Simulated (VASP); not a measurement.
# SiO2 (Stishovite) (P4_2/mnm) in VASP: further runs, part 2 of 2

VASP 6.6.1. The steps go on from the part before.

## (4) Relaxation of cell and atoms, LDA

The input, INCAR:

```
PREC     = Accurate       # precision mode
ENCUT    = 600            # plane-wave cutoff, eV
EDIFF    = 1E-6           # SCF threshold, eV
ISMEAR   = 0              # smearing method
SIGMA    = 0.03           # smearing width, eV
LREAL    = F              # projectors in reciprocal space
LASPH    = T              # aspherical terms in the spheres
NELM     = 80             # most SCF steps
ALGO     = Normal         # electronic algorithm
ISIF     = 3              # what is computed and relaxed
LWAVE    = F              # write WAVECAR
LCHARG   = F              # write CHGCAR
GGA      = CA             # functional
IBRION   = 2              # ionic algorithm
NSW      = 90             # ionic steps
EDIFFG   = -0.01          # ionic threshold
KPAR     = 2
```

The input, KPOINTS:

```
Automatic mesh
0
Gamma
  8 8 10
```

The input, POSCAR:

```
SiO2
1.0
    4.1773000000      0.0000000000      0.0000000000
    0.0000000000      4.1773000000      0.0000000000
    0.0000000000      0.0000000000      2.6652000000
Si O
2 4
Direct
    0.0000000000      0.0000000000      0.0000000000
    0.5000000000      0.5000000000      0.5000000000
    0.3059000000      0.3059000000      0.0000000000
    0.1941000000      0.8059000000      0.5000000000
    0.6941000000      0.6941000000      0.0000000000
    0.8059000000      0.1941000000      0.5000000000
```

Potentials or basis: VASP PAW LDA potentials, release 64 (Si, O).

Run with:

```bash
$ cat potpaw_LDA.64/Si/POTCAR potpaw_LDA.64/O/POTCAR > POTCAR
$ mpirun -np 2 vasp_std > vasp.out
```

Wall time 53 s (2 MPI ranks of Intel Xeon Platinum 8488C (Sapphire Rapids), shared host); peak memory 0.19 GiB.

The run converged. Its results:

```
Free energy                            : -51.9892 eV
Relaxed volume                         : 7.67 Å³/atom
Relaxed cell                           : a = 4.154 Å, b = 4.154 Å, c = 2.665 Å, α = 90.00°, β = 90.00°, γ = 90.00°
Space group after relaxing (to 0.05 Å) : P4_2/mnm (No. 136)
Energy gained by relaxing              : 1.0 meV/atom
Ionic steps                            : 4
Pressure after relaxing                : 0.0 GPa
Largest force after relaxing           : 0.009 eV/Å
Band gap on the k mesh                 : 5.78 eV, direct
```

Forces in eV/Å, atoms in the order of the input:
```
Si   0.000  0.000  0.000
Si   0.000  0.000  0.000
O    0.006  0.006  0.000
O   -0.006  0.006  0.000
O   -0.006 -0.006  0.000
O    0.006 -0.006  0.000
```

Stress tensor (GPa, compression positive):
```
-0.04  0.00  0.00
 0.00 -0.04  0.00
 0.00  0.00  0.17
```

Step by step:
```
step  energy change (eV)  largest force (eV/Å)  pressure (GPa)  volume (Å³)
   1              0.0000                0.0031           -3.01        46.51
   2              0.0012                0.1675            3.89        45.53
   3             -0.0047                0.0770            0.19        46.05
   4             -0.0058                0.0090            0.03        46.00
```

Final structure:
```xyz
6
Lattice="4.1545 0.0000 0.0000 0.0000 4.1545 0.0000 0.0000 0.0000 2.6652" Properties=species:S:1:pos:R:3 pbc="T T T"
Si    4.1545    4.1545    0.0000
Si    2.0772    2.0772    1.3326
O     1.2686    1.2686    0.0000
O     0.8087    3.3458    1.3326
O     2.8859    2.8859    2.6652
O     3.3458    0.8087    1.3326
```

Levels at points of the mesh, in eV from the valence-band top:
```
           k point  band 14  band 15  band 16  band 17  band 18  band 19
(0.00, 0.00, 0.00)    -0.91    -0.91     0.00     5.78     6.41     8.33
(0.50, 0.00, 0.00)    -2.76    -1.09    -1.09     7.72     7.72     8.89
(0.50, 0.50, 0.00)    -2.79    -2.35    -2.35     7.38     7.38     9.92
(0.00, 0.00, 0.50)    -3.25    -2.76    -2.76     9.05     9.05    12.48
(0.50, 0.00, 0.50)    -2.35    -1.83    -1.83     8.69     8.69     9.87
(0.50, 0.50, 0.50)    -1.79    -1.61    -1.61     7.15     7.15    10.88
```

A k mesh can miss the band edges. Zero-point motion and thermal expansion aren't in these numbers.

## (5) Relaxation of cell and atoms, LDA

This run uses another cell than the first one, of 7.67 Å³/atom, 0.989 times its volume.

Changes to INCAR since step 4:

```diff
@@ -2,3 +2,3 @@
 ENCUT    = 600            # plane-wave cutoff, eV
-EDIFF    = 1E-6           # SCF threshold, eV
+EDIFF    = 1E-7           # SCF threshold, eV
 ISMEAR   = 0              # smearing method
@@ -15,3 +15,3 @@
 NSW      = 90             # ionic steps
-EDIFFG   = -0.01          # ionic threshold
+EDIFFG   = -0.005         # ionic threshold
 KPAR     = 2
```

KPOINTS is that of step 4.

The input, POSCAR:

```
SiO2                                    
1.0
    4.1544836962      0.0000000000      0.0000000000
    0.0000000000      4.1544836962      0.0000000000
    0.0000000000      0.0000000000      2.6652003469
  Si              O             
     2     4
Direct
     1.0000000000000000    1.0000000000000000    0.0000000000000000
     0.5000000000000000    0.5000000000000000    0.5000000000000000
     0.3053501034732652    0.3053501034732652    0.0000000000000000
     0.1946498965267348    0.8053501034732652    0.5000000000000000
     0.6946498965267348    0.6946498965267348    1.0000000000000000
     0.8053501034732652    0.1946498965267348    0.5000000000000000
```

Potentials or basis: VASP PAW LDA potentials, release 64 (Si, O).

Run with:

```bash
$ cat potpaw_LDA.64/Si/POTCAR potpaw_LDA.64/O/POTCAR > POTCAR
$ mpirun -np 2 vasp_std > vasp.out
```

OUTCAR:

```text
PREC = Accurate
   ENCUT = 600
   EDIFF = 1E-7
   ISMEAR = 0
   LREAL = F
   LASPH = T
   NELM = 80
   ISIF = 3
   GGA = CA
   IBRION = 2
   NSW = 90
   EDIFFG = -0.005

 ion  position               nearest neighbor table
   1  0.000  0.000  0.000-   4 1.76   6 1.76   4 1.76   6 1.76   5 1.79   3 1.79
   2  0.500  0.500  0.500-   3 1.76   5 1.76   3 1.76   5 1.76   4 1.79   6 1.79
   3  0.305  0.305  0.000-   2 1.76   2 1.76   1 1.79
   4  0.195  0.805  0.500-   1 1.76   1 1.76   2 1.79
   5  0.695  0.695  0.000-   2 1.76   2 1.76   1 1.79
   6  0.805  0.195  0.500-   1 1.76   1 1.76   2 1.79

  LATTYP: Found a simple tetragonal cell.
 ALAT       =     4.1544836962
 C/A-ratio  =     0.6415238431

  Lattice vectors:

 A1 = (   4.1544836962,   0.0000000000,   0.0000000000)
 A2 = (   0.0000000000,   4.1544836962,   0.0000000000)
 A3 = (   0.0000000000,   0.0000000000,   2.6652003469)

Analysis of symmetry for initial positions (statically):
=====================================================================
 Subroutine PRICEL returns:
 Original cell was already a primitive cell.

 Routine SETGRP: Setting up the symmetry group for a
 simple tetragonal supercell.

 Subroutine GETGRP returns: Found 16 space group operations
 (whereof  8 operations were pure point group operations)
 out of a pool of 16 trial point group operations.

The static configuration has the point symmetry D_2h.
 The point group associated with its full space group is D_4h.

Analysis of symmetry for dynamics (positions and initial velocities):
=====================================================================
 Subroutine PRICEL returns:
 Original cell was already a primitive cell.

 Routine SETGRP: Setting up the symmetry group for a
 simple tetragonal supercell.

 Subroutine GETGRP returns: Found 16 space group operations
 (whereof  8 operations were pure point group operations)
 out of a pool of 16 trial point group operations.

The dynamic configuration has the point symmetry D_2h.
[... 138 lines left out ...]
   LRPA    =     F    only Hartree local field effects (RPA)
 conjugate gradient relaxation of ions
 non-spin polarized calculation
 Gauss-broadening in eV      SIGMA  =   0.03
  energy-cutoff  :      600.00
  volume of cell :       46.00
 maximum number of plane-waves:      1558
 NGX is ok and might be reduce to    36
   NGX = 17   NGY = 17   NGZ = 11

--------------------------------------- Ionic step        1  -------------------------------------------

 number of electron      31.9999997 magnetization

 Free energy of the ion-electron system (eV)
  ---------------------------------------------------
  ext. energy  EPLUGINS =         0.00000000
  ---------------------------------------------------
  free energy    TOTEN  =       -51.98689029 eV

  energy without entropy =      -51.98689029  energy(sigma->0) =      -51.98689029

------------------------ aborting loop because EDIFF is reached ----------------------------------------

  FORCE on cell =-STRESS in cart. coord.  units (eV):
  Direction    XX          YY          ZZ          XY          YZ          ZX
  --------------------------------------------------------------------------------------
  -------------------------------------------------------------------------------------
  Total       -0.0054227     -0.0054227      0.0571326      0.0000000      0.0000000      0.0000000
  in kB       -0.1888684     -0.1888684      1.9898971      0.0000000      0.0000000      0.0000000
  external PRESSURE =       0.5373868 kB  Pullay stress =       0.0000000 kB
[... 67 lines left out ...]
--------------------------------------- Ionic step        3  -------------------------------------------

 number of electron      31.9999996 magnetization

 Free energy of the ion-electron system (eV)
  ---------------------------------------------------
  ext. energy  EPLUGINS =         0.00000000
  ---------------------------------------------------
  free energy    TOTEN  =       -51.98690373 eV

  energy without entropy =      -51.98690373  energy(sigma->0) =      -51.98690373

 E-fermi :   8.4007     XC(G=0): -12.7964

 val. band max:        8.2790419851   @ k =   0.0000   0.0000   0.0000
 cond. band min:      14.0583598089   @ k =   0.0000   0.0000   0.0000
 fundamental gap:      5.7793178238
 Fermi energy:         8.4007276500

 k-point     1 :       0.0000    0.0000    0.0000
  band No.  band energies     occupation
      1     -14.2643      2.00000
      2     -10.4527      2.00000
      3     -10.4527      2.00000
      4     -10.1715      2.00000
      5      -2.7536      2.00000
      6       1.6942      2.00000
[... 541 lines left out ...]
     19      17.8474      0.00000
     20      17.8474      0.00000

 [... further k-points ...]

------------------------ aborting loop because EDIFF is reached ----------------------------------------

  FORCE on cell =-STRESS in cart. coord.  units (eV):
  Direction    XX          YY          ZZ          XY          YZ          ZX
  --------------------------------------------------------------------------------------
  -------------------------------------------------------------------------------------
  Total       -0.0058738     -0.0058738     -0.0008046     -0.0000000      0.0000000      0.0000000
  in kB       -0.2045324     -0.2045324     -0.0280170     -0.0000000      0.0000000      0.0000000
  external PRESSURE =      -0.1456939 kB  Pullay stress =       0.0000000 kB
[... 21 lines left out ...]
  FREE ENERGIE OF THE ION-ELECTRON SYSTEM (eV)
  ---------------------------------------------------
  free  energy   TOTEN  =       -51.9869037349 eV

  energy  without entropy=      -51.9869037349  energy(sigma->0) =      -51.98690373

 reached required accuracy - stopping structural energy minimisation
```

OSZICAR:

```text
N       E                     dE             d eps       ncg     rms          rms(c)
DAV:   1     0.173817614325E+03    0.17382E+03   -0.19909E+04  3624   0.173E+03
DAV:   2    -0.494736960276E+02   -0.22329E+03   -0.21482E+03  4836   0.345E+02
DAV:   3    -0.568434108216E+02   -0.73697E+01   -0.73464E+01  4320   0.665E+01
DAV:   4    -0.569025670571E+02   -0.59156E-01   -0.59082E-01  4276   0.675E+00
[... 18 lines left out ...]
DAV:   1    -0.519869083825E+02   -0.91706E-05   -0.74524E-04  3900   0.239E-01    0.176E-02
DAV:   2    -0.519869046683E+02    0.37141E-05   -0.16986E-05  4220   0.332E-02    0.725E-03
DAV:   3    -0.519869038899E+02    0.77847E-06   -0.11653E-06  4128   0.863E-03    0.291E-03
DAV:   4    -0.519869037365E+02    0.15339E-06   -0.20001E-07  2736   0.412E-03    0.543E-04
DAV:   5    -0.519869037349E+02    0.16062E-08   -0.23558E-08  2200   0.141E-03
   3 F= -.51986904E+02 E0= -.51986904E+02  d E =-.134495E-04
```

Wall time 39 s (2 MPI ranks of Intel Xeon Platinum 8488C (Sapphire Rapids), shared host); peak memory 0.19 GiB.

Results:

* Free energy: -51.9869 eV
* Relaxed volume: 7.67 Å³/atom
* Relaxed cell: a = 4.154 Å, b = 4.154 Å, c = 2.666 Å, α = 90.00°, β = 90.00°, γ = 90.00°
* Space group after relaxing (to 0.05 Å): P4_2/mnm (No. 136)
* Energy gained by relaxing: 0.0 meV/atom
* Ionic steps: 3
* Pressure after relaxing: 0.0 GPa
* Band gap on the k mesh: 5.78 eV, direct

Final structure:
```yaml
crystal:
  lattice:
    - [4.15437, 0.00000, 0.00000]
    - [0.00000, 4.15437, 0.00000]
    - [0.00000, 0.00000, 2.66597]
  atoms:
    - { symbol: Si, position: [0.00000, 0.00000, 0.00000] }
    - { symbol: Si, position: [0.50000, 0.50000, 0.50000] }
    - { symbol: O, position: [0.30540, 0.30540, 0.00000] }
    - { symbol: O, position: [0.19460, 0.80540, 0.50000] }
    - { symbol: O, position: [0.69460, 0.69460, 0.00000] }
    - { symbol: O, position: [0.80540, 0.19460, 0.50000] }
```
